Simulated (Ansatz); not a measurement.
**PbSe (Clausthalite) under changes of volume**

One of the cells (28.671 Å³/atom); the others are scaled copies at fixed shape and fractional positions:

```
Pb Se
1.0
     0.00000    3.06065    3.06065
     3.06065    0.00000    3.06065
     3.06065    3.06065    0.00000
Pb Se
1 1
Direct
  0.00000 0.00000 0.00000
  0.50000 0.50000 0.50000
```

| Property | Result |
| --- | --- |
| Program | Ansatz 0.2.0 |
| Functional | PBE |
| Potentials or basis | PseudoDojo standard (PBE files) |
| Cutoff | 1170 eV |
| Density cutoff | 4680 eV |
| k mesh | 8 × 8 × 8 |
| Occupations | fermi-dirac, width 0.05 eV |
| Spin | no spin polarisation |

| volume (Å³/atom) | energy over the lowest point (meV/atom) | pressure (GPa) | gap on the mesh (eV) |
| --- | --- | --- | --- |
| 26.951 | 54.26 | 6.3 | 0.07 |
| 27.524 | 34.40 | 4.8 | 0.15 |
| 28.097 | ? | ? | ? |
| 28.671 | 9.04 | 2.3 | 0.29 |
| 29.244 | 2.68 | 1.2 | 0.36 |
| 29.818 | 0.00 | 0.3 | 0.42 |
| 30.391 | 0.63 | -0.6 | 0.47 |

Problem. What does the run at 28.097 Å³/atom give?

Solution. Energy over the lowest point 19.47 meV/atom; pressure 3.5 GPa; gap on the mesh 0.22 eV.

Worked out: A Birch-Murnaghan fit of order 3 (a polynomial in V^(-2/3)) to the other rows has its minimum at 29.99 Å³/atom with B0 = V·E''(V) = 47 GPa and B' = 4.2. It gives 19.49 meV/atom at 28.097 Å³/atom, against the run's 19.47, and -dE/dV = 3.5 GPa, against 3.5.

Energies are extrapolated to zero smearing.

Caveats: spin-orbit coupling is left out, which as a rule narrows the gap of such compounds by several tenths of an eV.

A mesh can miss the band edges.
